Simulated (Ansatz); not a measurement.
# PbS: the gap against volume

PbS, Fm-3m, a = 6.009 Å. Ansatz: PBE, PAW, 420 eV, Γ-centred 10×10×10 mesh on 2 atoms, Gaussian smearing 0.02 eV; no spin polarisation. Symmetry fixes shape and atoms, so the cell is only scaled; x = ln(V/V0) with V0 = 27.122 Å³/atom. The gap is read at the mesh points alone.

| x | gap y (eV) |
| --- | --- |
| -0.0619 | 0.269 |
| -0.0305 | 0.388 |
| 0.0000 | 0.493 |
| 0.0296 | 0.585 |
| 0.0583 | ? |

Problem. Fit a straight line to the other rows, give the volume deformation potential of the gap and its pressure coefficient, and predict the missing gap. B0 = 52.8 GPa.

Solution. Means x = -0.01570, y = 0.43375; Σ(Δx)² = 0.004652, ΣΔxΔy = 0.01607; the slope is their ratio. y = 0.4880 + 3.454 x. The slope is the deformation potential a = dE_g/d ln V = 3.45 eV, and dE_g/dP = −a/B0 = -65.4 meV/GPa. With a term in x² added, the coefficient of x becomes 3.273, 5 % less, which shows how far this figure hangs on the form. At x = 0.0583 the fit asked for gives 0.689 eV. The run gave 0.665 eV, so the fit is 0.024 eV too high, 6.1 % of the span of the series, against an rms of 0.005 eV on the fitted rows. The row lies outside the fitted range. With a term in x² added, a fit to the same known rows predicts 0.665 eV, so most of the miss is curvature that the known rows already hold.

Spin-orbit coupling is left out, which matters for the bands of heavy elements.